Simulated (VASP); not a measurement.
Write the native input for VASP 6.6.1 that does the following.

| Item | Value |
| --- | --- |
| Task | relaxation of the atoms |
| Functional | PBEsol |
| Potentials or basis | VASP PAW PBE potentials, release 64 (Na_pv, I) |
| Cutoff | 600 eV |
| k mesh | 8 × 8 × 8 |
| Occupations | gaussian, width 0.03 eV |
| Spin | no spin polarisation |
| Further INCAR settings | ALGO = Normal; EDIFF = 1e-07; IBRION = 2; EDIFFG = -0.01; NSW = 40 |

The structure of NaI lies in POSCAR:

```
NaI                                     
1.0
    0.0000000000      3.2045523285      3.2045523285
    3.2045523285      0.0000000000      3.2045523285
    3.2045523285      3.2045523285      0.0000000000
  Na              I             
     1     1
Direct
     1.0000000000000000    1.0000000000000000    0.0000000000000000
     0.5000000000000000    0.5000000000000000    0.5000000000000000
```

One way to write it, as run:

INCAR

```
SYSTEM = NaI
  ALGO = Normal
  EDIFF = 1E-7
  EDIFFG = -0.01
  ENCUT = 600
  GGA = PS
  IBRION = 2
  ISIF = 2
  ISMEAR = 0
  LASPH = .TRUE.
  LCHARG = .FALSE.
  LREAL = .FALSE.
  LWAVE = .FALSE.
  NELM = 80
  NSW = 40
  PREC = Accurate
  SIGMA = 0.03
```

KPOINTS

```
k-points
0
G
  8 8 8
  0 0 0
```

Potentials or basis: VASP PAW PBE potentials, release 64 (Na_pv, I).

Run with:

```bash
$ cat potpaw_PBE.64/Na_pv/POTCAR potpaw_PBE.64/I/POTCAR > POTCAR
$ mpirun -np 1 vasp_std > vasp.out
```

It gave:

```json
{"Pressure after relaxing": "0.0 GPa", "Band gap on the k mesh": "3.58 eV, direct"}
```

Caveat: the relaxation stopped at its first step, so nothing moved; the PAW data sets were made with another functional, which shifts forces and pressure a little; spin-orbit coupling is left out, which moves the levels of the heavy elements.

Run time: 12 s on 1 thread of AMD EPYC 9R45 (Zen 5) (shared host), peak memory 0.18 GiB.
